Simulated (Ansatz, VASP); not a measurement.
# InAs in VASP and in Ansatz

```
In As
1.0
     0.00000    3.05356    3.05356
     3.05356    0.00000    3.05356
     3.05356    3.05356    0.00000
In As
1 1
Direct
  0.00000 0.00000 0.00000
  0.25000 0.25000 0.25000
```

The cell was built by a generator and isn't the measured one.

Alike in both runs: task relaxation of cell and atoms; functional LDA; k mesh 12 × 12 × 12; occupations gaussian, width 0.1 eV; no spin polarisation.

|  | VASP | Ansatz |
| --- | --- | --- |
| version | VASP 6.6.1 | Ansatz 0.2.0 |
| potentials or method | VASP PAW LDA potentials, release 64 (In_d, As) | scalar-relativistic, plane waves, PAW |
| plane-wave cutoff (eV) | 600 | 420 |
| valence electrons in the cell | 18 | 28 |

```csv
,VASP,Ansatz,Ansatz less VASP
"gap on the k mesh at the Fermi level, each at its own relaxed structure (eV)",none,none,-
relaxed volume (Å³/atom),27.44,27.35,-0.090
relaxed cell length with the largest relative difference (Å),4.266,4.261,-0.0047
energy change over the relaxation (meV/atom),-7,-8,-1.1
```

A gap of «none» marks a metal or a gap that the smearing closes. The two sets of potentials don't hold the same shells in valence.

Caveats: this crystal is a semiconductor, whose small gap the functional closes, so the metal is an error of the method.
